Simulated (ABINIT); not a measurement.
Runs of ABINIT 10.8.3 (patched build) on HfC. Symmetry: Fm-3m, No. 225, cubic system. Conventional cell: a = 4.650 Å, b = 4.650 Å, c = 4.650 Å, α = 90.00°, β = 90.00°, γ = 90.00°. Hf (site symmetry m-3m) has 6 C at 2.33 Å as nearest neighbours. C (site symmetry m-3m) has 6 Hf at 2.33 Å as nearest neighbours. 

```tsv
task	level	potentials or basis	cell	k mesh	cutoff (eV)	cell freedom (optcell)	optimiser (ionmov)	cutoff smearing ecutsm (Ha)	force stop (Ha/bohr)	bands in the sums	gap on the mesh (eV)	pressure (GPa)
single point	PBEsol	PseudoDojo NC SR PBEsol v0.4.1 standard	as given	8 × 8 × 8	1007	-	-	-	-	-	none	(a)
single point	PBE	PseudoDojo NC SR PBE v0.4.1 standard	as given	8 × 8 × 8	844	-	-	-	-	-	none	-
relaxation of cell and atoms	PBEsol	PseudoDojo NC SR PBEsol v0.4.1 standard	relaxed	8 × 8 × 8	1116	2	2	0.5	2e-05	-	none	0.0
single point	PBEsol	PseudoDojo NC SR PBEsol v0.4.1 standard	cell relaxed	8 × 8 × 8	1116	-	-	-	-	-	none	-0.1
```

Alike in all rows: no spin polarisation; smearing fermi-dirac 0.05 eV.

Task: Fill in the values left out.

Result: (a) -6.4.

A k mesh can miss the band edges, and the runs leave out spin-orbit coupling on Hf.

A gap of «none» marks a metal or a gap under the smearing width.
